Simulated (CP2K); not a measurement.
InSe:

```xyz
4
Lattice="6.1781 0.0000 0.0000 4.8114 3.8754 0.0000 -1.6251 -0.5731 4.7713" Properties=species:S:1:pos:R:3 pbc="T T T"
In    9.6848    3.4153    0.2235
In   -0.3204   -0.1130    4.5479
Se    6.1761    2.1780    3.1918
Se    3.1882    1.1243    1.5795
```

The cell comes from a database or a generator and needn't be the stable form of this composition.

| Property | Result |
| --- | --- |
| Program | CP2K 2026.2 |
| Task | single point |
| Functional | PBEsol |
| Potentials or basis | POTENTIAL_UZH In GTH-PBE-q13, Se GTH-PBE-q6; TZVP-MOLOPT-PBE-GTH basis |
| Density cutoff | 6123 eV |
| k mesh | 7 × 7 × 6 |
| Occupations | fermi-dirac, width 0.05 eV |
| Spin | no spin polarisation |

On this cell: pressure -0.2 GPa; largest force 0.241 eV/Å; band gap on the k mesh 1.03 eV, indirect (least direct gap 1.13 eV).

The same run follows on a disturbed copy (atoms moved at random, drawn with an rms of 0.05 Å):

```
In Se
1.0
     6.17806    0.00000    0.00000
     4.81142    3.87539    0.00000
    -1.62514   -0.57310    4.77135
In Se
2 2
Direct
  0.88724 0.89220 0.04834
  0.11415 0.11690 0.94926
  0.65427 0.66400 0.67205
  0.34810 0.33740 0.33682
```

Q: What does the disturbed cell give?

A: The energy moves by +6.9 meV/atom; pressure 0.0 GPa; largest force 0.624 eV/Å; band gap on the k mesh 0.92 eV, indirect (least direct gap 1.06 eV).

Forces in eV/Å, atoms in the order of the input:
```
In   0.289 -0.033 -0.086
In  -0.471 -0.093  0.399
Se   0.379  0.001 -0.430
Se  -0.198  0.124  0.117
```

Stress tensor (GPa, compression positive):
```
-0.48 -0.70 -0.67
-0.70  0.39  0.36
-0.67  0.36  0.14
```

Caveats: the potentials were made for another functional, which shifts forces and pressure; spin-orbit coupling is left out, which moves the levels of the heavy elements; an odd mesh through Γ misses points on the zone boundary, where band edges often lie; the basis of atomic orbitals isn't converged, which shifts pressures, moduli and gaps.
